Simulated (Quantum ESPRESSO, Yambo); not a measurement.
# A GW chain in Yambo: BeTe (F-43m), part 2 of 3

Aim: the G0W0 gap of BeTe (F-43m) on PBE with spin-orbit coupling, step by step.

Quantum ESPRESSO 7.5 and Yambo 5.3.0; PBE and many-body steps on it, plane waves. Known limits of the many-body steps: not at the basis limit; coarse k mesh.

So far. Step 2 (Ground state): The gap is indirect, with the least direct gap 1.69 eV higher. Step 3 (Bands along the symmetry lines): The gap is 1.565 eV, as in the run before at this level.

The database entry behind the starting cell differs from later determinations by our own check (an axis about 1.5 % short against later determinations), so it need not match the best structure at ambient conditions.

### 4. Empty states on the mesh, 4×4×4 mesh, 436 bands

Level of this step: DFT, PBE with spin-orbit coupling, plane waves, norm-conserving pseudopotentials (Quantum ESPRESSO).

The sums over transitions need many empty states on a uniform mesh; this step solves for them.

pw.in

```
&control
  calculation = 'nscf'
  prefix = 'x'
  outdir = 'o'
  pseudo_dir = 'pseudo'
/
&system
  ibrav = 0
  nat = 2
  ntyp = 2
  ecutwfc = 88.0
  nbnd = 436
  force_symmorphic = .true.
  noncolin = .true.
  lspinorb = .true.
/
&electrons
  conv_thr = 1e-9
  electron_maxstep = 80
  diago_full_acc = .true.
  diago_thr_init = 5e-6
/
ATOMIC_SPECIES
  Be 9.012 Be.upf
  Te 127.6 Te.upf
CELL_PARAMETERS angstrom
  0.0000000000 2.7700000000 2.7700000000
  2.7700000000 0.0000000000 2.7700000000
  2.7700000000 2.7700000000 -0.0000000000
ATOMIC_POSITIONS crystal
  Be 0.0000000000 0.0000000000 0.0000000000
  Te 0.2500000000 0.2500000000 0.2500000000
K_POINTS automatic
  4 4 4 0 0 0
```

Launch:

```bash
OMP_NUM_THREADS=1 mpirun -n 8 pw.x -nk 4 -in pw.in > pw.out
```

The log of the run:

```text
[banner, memory and clock lines left out]
Program PWSCF v.7.5 starts

     Atomic positions and unit cell read from directory:
     o/x.save/

     Message from routine setup:
     using ibrav=0 with symmetry is DISCOURAGED, use correct ibrav instead

     bravais-lattice index     =            0
     lattice parameter (alat)  =       7.4028  a.u.
     unit-cell volume          =     286.8573 (a.u.)^3
     number of atoms/cell      =            2
     number of atomic types    =            2
     number of electrons       =        28.00
     number of Kohn-Sham states=          436
     kinetic-energy cutoff     =      88.0000  Ry
     charge density cutoff     =     352.0000  Ry
     Exchange-correlation= PBE
                           (   1   4   3   4   0   0   0)
     Non magnetic calculation with spin-orbit

     celldm(1)=   7.402759  celldm(2)=   0.000000  celldm(3)=   0.000000
     celldm(4)=   0.000000  celldm(5)=   0.000000  celldm(6)=   0.000000

     crystal axes: (cart. coord. in units of alat)
               a(1) = (   0.000000   0.707107   0.707107 )
               a(2) = (   0.707107   0.000000   0.707107 )
               a(3) = (   0.707107   0.707107  -0.000000 )

     reciprocal axes: (cart. coord. in units 2 pi/alat)
               b(1) = ( -0.707107  0.707107  0.707107 )
               b(2) = (  0.707107 -0.707107  0.707107 )
               b(3) = (  0.707107  0.707107 -0.707107 )
     Pseudo is Norm-conserving, Zval =  4.0
     Generated using ONCVPSP code by D. R. Hamann
     Using radial grid of 1358 points,  6 beta functions with:
     Pseudo is Norm-conserving + core correction, Zval = 24.0
     Generated using ONCVPSP code by D. R. Hamann
     Using radial grid of 1324 points, 10 beta functions with:
     Be                4.00     9.01200     Be( 1.00)
     Te               24.00   127.60000     Te( 1.00)

     24 Sym. Ops. (no inversion) found

   Cartesian axes

     site n.     atom                  positions (alat units)
         1        Be     tau(   1) = (   0.0000000   0.0000000   0.0000000  )
         2        Te     tau(   2) = (   0.3535534   0.3535534   0.3535534  )

     number of k points=     8
                       cart. coord. in units 2pi/alat
        k(    1) = (   0.0000000   0.0000000   0.0000000), wk =   0.0156250
        k(    2) = (   0.1767767   0.1767767  -0.1767767), wk =   0.1250000
        k(    3) = (  -0.3535534  -0.3535534   0.3535534), wk =   0.0625000
[...]
k(    7) = (  -0.7071068   0.0000000   0.0000000), wk =   0.0468750
        k(    8) = (  -0.7071068   0.3535534   0.0000000), wk =   0.0937500

     Dense  grid:    31951 G-vectors     FFT dimensions: (  45,  45,  45)

     The potential is recalculated from file :
     o/x.save/charge-density

     Starting wfcs are   30 randomized atomic wfcs +  406 random wfcs

     Band Structure Calculation

     End of band structure calculation

          k = 0.0000 0.0000 0.0000 (  4015 PWs)   bands (ev):

  -149.4316-149.4316-106.2501-106.2501 -96.5431 -96.5431 -96.5431 -96.5431
   -90.8193 -90.8193 -27.7289 -27.7289 -27.7289 -27.7289 -26.2733 -26.2733
   -26.2636 -26.2636 -26.2636 -26.2636  -3.1889  -3.1889   8.7764   8.7764
     9.7313   9.7313   9.7313   9.7313  12.9902  12.9902  13.0564  13.0564
[...]
[... 43 further rows ...]
[...]
167.9909 167.9910 168.1470 168.1472

          k = 0.1768 0.1768-0.1768 (  3984 PWs)   bands (ev):

  -149.4316-149.4316-106.2501-106.2501 -96.5431 -96.5431 -96.5431 -96.5431
[...]
[... 43 further rows ...]
[...]
164.7305 164.7305 165.3251 165.3252

          k =-0.3536-0.3536 0.3536 (  3996 PWs)   bands (ev):

  -149.4316-149.4316-106.2501-106.2501 -96.5432 -96.5432 -96.5431 -96.5431
[...]
40.2315  40.2315  42.8922  42.8922  43.1011  43.1011  43.3196  43.3196
     [... 43 further rows ...]
   159.4567 159.4567 160.0766 160.0766 161.1236 161.1236 161.1821 161.1821
   161.2701 161.2701 162.5589 162.5589

          k = 0.3536 0.0000 0.0000 (  4016 PWs)   bands (ev):

     [... further k-points ...]

     highest occupied, lowest unoccupied level (ev):     9.7313   11.2968

     XML data file, pseudopotentials, collected wavefunctions
```

Wall time 74 s (8 MPI ranks of Arm Neoverse V2, shared host); peak memory 1.8 GiB; 9.8 min of CPU time.

Numbers from this step:

```
gap                                                           : 1.565 eV
k of the valence top                                          : 0, 0, 0
k of the conduction bottom                                    : 0, -0.5, -0.5
least direct gap                                              : 3.259 eV
k points computed                                             : 8
lowest point of the top converged band, above the valence top : 151.8635 eV
```

On this mesh the gap is 1.565 eV.

### 5. Conversion and set-up

This step: Yambo 5.3.0; conversion and set-up on PBE with spin-orbit coupling, plane waves, norm-conserving pseudopotentials.

The states are converted to the many-body program's format and the q mesh is built.

Launch:

```bash
(cd o/x.save; p2y > p2y.log; mv SAVE ../..); yambo > setup.log
```

The log of the run:

```text
 Yambo, version 5.3.0

 [02] CORE Variables Setup
 =========================

  [02.01] Unit cells
  ==================

  Cell kind             :  FCC
  Atoms in the cell     :  Be  Te
  number of Be atoms    :  1
  number of Te atoms    :  1

  List of atomic masses
  Mass of Be    :  9.012000
  Mass of Te    :  127.6000

  List of atomic coordinates    : [cc]
  Be1       :  0.000000  0.000000  0.000000  order 1
  Te1       :  2.617271  2.617271  2.617271  order 2

  Alat factors          :  5.234541  5.234541  5.234541 [a.u.]
  Direct lattice volume :  286.8573 [a.u.]
  Direct lattice vectors:  A[ 1 ]  A[ 2 ]  A[ 3 ]
   A[ 1 ]:  0.000000  1.000000  1.000000  [iru]
   0.000000  5.234541  5.234541  [cc]
   A[ 2 ]:  1.000000  0.000000  1.000000  [iru]
   5.234541  0.000000  5.234541  [cc]
   A[ 3 ]:  1.000000  1.000000 -0.000000  [iru]
   5.234541  5.234541 -0.000000  [cc]

  Recip. lattice volume :  0.864716 [a.u.]
  Recip. lattice vectors:  B[ 1 ]  B[ 2 ]  B[ 3 ]
   B[ 1 ]: -0.500000  0.500000  0.500000  [iku]
  -0.600166  0.600166  0.600166  [cc]
   B[ 2 ]:  0.500000 -0.500000  0.500000  [iku]
   0.600166 -0.600166  0.600166  [cc]
   B[ 3 ]:  0.500000  0.500000 -0.500000  [iku]
   0.600166  0.600166 -0.600166  [cc]

  [02.02] Symmetries
  ==================

  Inversion symmetry    : yes
  Spatial inversion     : no
  Inversion index       :  25
  K-space Time-reversal : yes
  Magnetic symmetries   : no
  Time-reversal derived K-space symmetries:   25   48
  Group table correct   : yes
  Symmetries units      :  [cc]

   [S  1]:   1.0000      0.34382E-16  0.34382E-16  0.34382E-16   1.0000     -0.34382E-16 -0.34382E-16 -0.34382E-16   1.0000
   [S  2]:  -1.0000     -0.34382E-16  0.34382E-16 -0.34382E-16  -1.0000     -0.34382E-16  0.34382E-16  0.34382E-16   1.0000
   [S  3]:  -1.0000      0.34382E-16 -0.34382E-16 -0.34382E-16   1.0000      0.34382E-16  0.34382E-16 -0.34382E-16  -1.0000
[...]
[S  9]:  0.34382E-16   1.0000      0.34382E-16 -0.34382E-16  0.34382E-16   1.0000       1.0000     -0.34382E-16 -0.34382E-16
   [S 10]:  0.34382E-16  -1.0000     -0.34382E-16 -0.34382E-16 -0.34382E-16  -1.0000       1.0000      0.34382E-16  0.34382E-16
     [... 36 further rows ...]
   [S*47]:   1.0000      0.34382E-16 -0.34382E-16  0.34382E-16 -0.34382E-16  -1.0000     -0.34382E-16   1.0000      0.34382E-16
   [S*48]:   1.0000     -0.34382E-16  0.34382E-16  0.34382E-16  0.34382E-16   1.0000     -0.34382E-16  -1.0000     -0.34382E-16

  [02.03] Reciprocal space
  ========================

  nG shells         :   328
  nG charge         :   31951
  nG WFs            :   4873
  nC WFs            :   4016
  G-vecs. in first 32 shells:  [ Number ]
     1    9   15   27   51   59   65   89  113
    137   169   181   229   259   283   307   331   339
    387   411   459   531   537   561   609   645   701
    725   749   821   869   893
  ...
[...]
K/Q-points units:
  rlu = crystal or reduced units; cc = cartesian coordinates; iku = interal k-units

  K [1]          [rlu]:  0.000000  0.000000  0.000000
         WF components:   4015
  K [2]          [rlu]: -0.15124E-17 -0.15124E-17  0.25000
         WF components:   3984
  K [3]          [rlu]:  0.30247E-17  0.30247E-17 -0.50000
         WF components:   3996
  K [4]          [rlu]: -0.97766E-18  0.25000      0.25000
         WF components:   4016
  K [5]          [rlu]:  0.18396E-16  0.25000     -0.50000
         WF components:   4008
  [... 2 further k-points ...]
  K [8]          [rlu]:  0.250000 -0.500000 -0.250000
         WF components:   3996

  [02.05] Energies & Occupations
  ==============================

  [X] === General ===
  [X] Electronic Temperature                        :  0.000000  0.000000 [eV K]
  [X] Bosonic    Temperature                        :  0.000000  0.000000 [eV K]
  [X] Finite Temperature mode                       : no
  [X] El. density                                   :  0.65870E+24 [cm-3]
  [X] Fermi Level                                   :  9.731280 [eV]

  [X] === Gaps and Widths ===
  [X] Conduction Band Min                           :  1.565485 [eV]
  [X] Valence Band Max                              :  0.000000 [eV]
  [X] Filled Bands                                  :  28
  [X] Empty Bands                                   :    29   436
  [X] Direct Gap                                    :  3.258947 [eV]
  [X] Direct Gap localized at k                     :  1
  [X] Indirect Gap                                  :  1.565485 [eV]
  [X] Indirect Gap between kpts                     :   1   7
  [X] Last valence band width                       :  3.670240 [eV]
  [X] 1st conduction band width                     :  3.422578 [eV]

  E @ K [1]:  [eV]
  -159.1629 -159.1629 -115.9813 -115.9813 -106.2744 -106.2744 -106.2744 -106.2744
  -100.5506 -100.5506  -37.4601  -37.4601  -37.4601  -37.4601  -36.0046  -36.0046
  -35.99490 -35.99490 -35.99490 -35.99490 -12.92022 -12.92022  -0.95488  -0.95488
[...]
occ @ K [1]
[...]
E @ K [2]:  [eV]
[...]
occ @ K [2]
[...]
E @ K [3]:  [eV]
[...]
occ @ K [3]
[...]
E @ K [4]:  [eV]
[...]
occ @ K [4]
[...]
E @ K [5]:  [eV]
[...]
occ @ K [5]
[...]
[... 2 further k-points ...]
  E @ K [8]:  [eV]
[...]
occ @ K [8]
[...]
0.000000  0.000000  0.000000  0.000000  0.000000  0.000000  0.000000  0.000000
   0.000000  0.000000  0.000000  0.000000  0.000000  0.000000  0.000000  0.000000

 [03] Transferred momenta grid and indexing
 ==========================================

 IBZ Q-points                                      :   8
 BZ  Q-points                                      :   64

 K/Q-points units:
 rlu = crystal or reduced units; cc = cartesian coordinates; iku = interal k-units

 Q [1]          [rlu]:  0.000000  0.000000  0.000000
 Q [2]          [rlu]: -0.61447E-17 -0.61447E-17  0.25000
 Q [3]          [rlu]:  0.12289E-16  0.12289E-16 -0.50000
[...]
Q [7]          [rlu]: -0.44291E-16 -0.50000     -0.50000
 Q [8]          [rlu]:  0.250000 -0.500000 -0.250000

  [03.01] X indexes
  =================

   [03.01.01] Sigma indexes
   ========================

 [06] Game Over & Game summary
```

Elapsed: 2.8 s, on 1 MPI rank; peak memory 0.25 GiB.

[end of part 2 of 3]

[Paths, hosts, dates, memory and timing lines, banners, echoed tables and standing remarks are left out of the program output.]

[Logs are printed without paths, hosts, clocks, repeated set-up lines and the standing remarks that a program may print on its own settings, such as how far it seeks lower states.]

[Runs of the session that timed out or met a known fault of the program may be left out.]

[Hosts, paths, dates, database ids (printed as entryN), source tags and the programs' standing remarks are cut or masked in the printed files.]
